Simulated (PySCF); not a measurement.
# C6H8 (1,3-Cyclohexadiene): the cost of one run

The runs use PySCF 2.14.0, with density-fitted response routines of our own; the level of theory stands in each step. All values are computed, except where a source is named. Atoms are numbered from 0 throughout.

## (1) The molecule as given

14 atoms, charge 0, multiplicity 1; geometry from: MMFF94s. The atoms were then displaced at random by about 0.03 Å, so the start is not that level's minimum.

Bonds of the start (Å): C0–C1 1.44, C1–C2 1.54, C2–C3 1.55, C3–C4 1.42, C4–C5 1.35, C5–C0 1.35, C0–H6 1.09, C1–H7 1.12, C2–H8 1.12, C2–H9 1.03, C3–H10 1.17, C3–H11 1.14, C4–H12 1.04, C5–H13 1.06.

## (2) Optimising the geometry at PBE0-D3(BJ)/def2-SVP

Job settings and geometry (Å):

```
{"job": {"xc": "PBE0", "basis": "def2-SVP", "d3": "d3bj", "grid": 1, "shake": 0.03, "kind": "geom"}, "charge": 0, "multiplicity": 1}
C      1.446710     0.568840    -0.392610
C      0.207730     1.247420    -0.676120
C     -1.168530     0.631940    -0.384650
C     -0.949720    -0.615500     0.514650
C      0.297080    -1.285130     0.597060
C      1.409470    -0.652680     0.181340
H      2.361780     1.111010    -0.648160
H      0.273310     2.257350    -1.152740
H     -1.752510     1.400330     0.187980
H     -1.603830     0.382770    -1.279440
H     -1.408250    -0.375890     1.565830
H     -1.749860    -1.354290     0.161460
H      0.279630    -2.214920     1.063140
H      2.337550    -1.145080     0.305500
```

The run is started by

```console
$ OMP_NUM_THREADS=1 python probes_run.py task.json out
```

One launch serves the whole session: the jobs run in the order shown.

**Question.** How long does this first job take on 1 thread of Intel Xeon Platinum 8259CL at 2.50GHz, shared host, and how much memory does it need?

About 94 s, with a peak of 0.5 GiB.
